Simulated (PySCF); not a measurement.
## `C1=CC=CC1`, C5H6

Molfile (atoms numbered from 1):
```
C5H6
     RDKit          3D

 11 11  0  0  0  0  0  0  0  0999 V2000
   -1.1120    0.7498   -0.1885 C   0  0  0  0  0  0  0  0  0  0  0  0
    0.1740    1.1604   -0.1409 C   0  0  0  0  0  0  0  0  0  0  0  0
    1.0545   -0.0218    0.1093 C   0  0  0  0  0  0  0  0  0  0  0  0
    0.0934   -1.1638    0.1972 C   0  0  0  0  0  0  0  0  0  0  0  0
   -1.1622   -0.6976    0.0220 C   0  0  0  0  0  0  0  0  0  0  0  0
   -1.9846    1.3838   -0.3563 H   0  0  0  0  0  0  0  0  0  0  0  0
    0.5370    2.1817   -0.2619 H   0  0  0  0  0  0  0  0  0  0  0  0
    1.6481    0.0925    1.0363 H   0  0  0  0  0  0  0  0  0  0  0  0
    1.7963   -0.1652   -0.6993 H   0  0  0  0  0  0  0  0  0  0  0  0
    0.3850   -2.1995    0.3757 H   0  0  0  0  0  0  0  0  0  0  0  0
   -2.0775   -1.2923    0.0330 H   0  0  0  0  0  0  0  0  0  0  0  0
  1  2  2  0
  2  3  1  0
  3  4  1  0
  4  5  2  0
  5  1  1  0
  1  6  1  0
  2  7  1  0
  3  8  1  0
  3  9  1  0
  4 10  1  0
  5 11  1  0
M  END
```

Computed with GIAO B3LYP/6-311+G(2d,p) magnetisability, rotational g tensor and spin-rotation constants, non-relativistic, gas phase (PySCF 2.14.0). Geometry: PBE0-D3(BJ)/def2-SVP.

**Question.** Give the nuclear spin-rotation constants along the inertial axes (H = +C I·J) beside the isotropic shieldings.

**Answer.** Rotational constants 8.4669, 8.2677, 4.2941 GHz. A star marks the isotopologue with that one atom substituted, in its own axes.
| atom | isotope | Caa (kHz) | Cbb (kHz) | Ccc (kHz) | mean (kHz) | σ (ppm) |
| --- | --- | --- | --- | --- | --- | --- |
| H6 | 1H | -0.187 | 0.284 | -0.460 | -0.121 | 24.8 |
| H7 | 1H | 0.807 | -0.692 | -0.472 | -0.119 | 25.0 |
| H8 | 1H | -0.915 | -0.263 | -0.113 | -0.430 | 28.6 |
| H9 | 1H | -0.916 | -0.261 | -0.114 | -0.430 | 28.6 |
| H10 | 1H | 0.806 | -0.691 | -0.472 | -0.119 | 25.0 |
| H11 | 1H | -0.184 | 0.281 | -0.460 | -0.121 | 24.8 |
| C1 | 13C* | 4.238 | 2.766 | 0.691 | 2.565 | 42.8 |
| C2 | 13C* | 4.279 | 2.867 | 0.639 | 2.595 | 42.1 |
| C3 | 13C* | 1.639 | 1.638 | 0.744 | 1.340 | 137.5 |

For the geometry as given, no vibrational averaging.
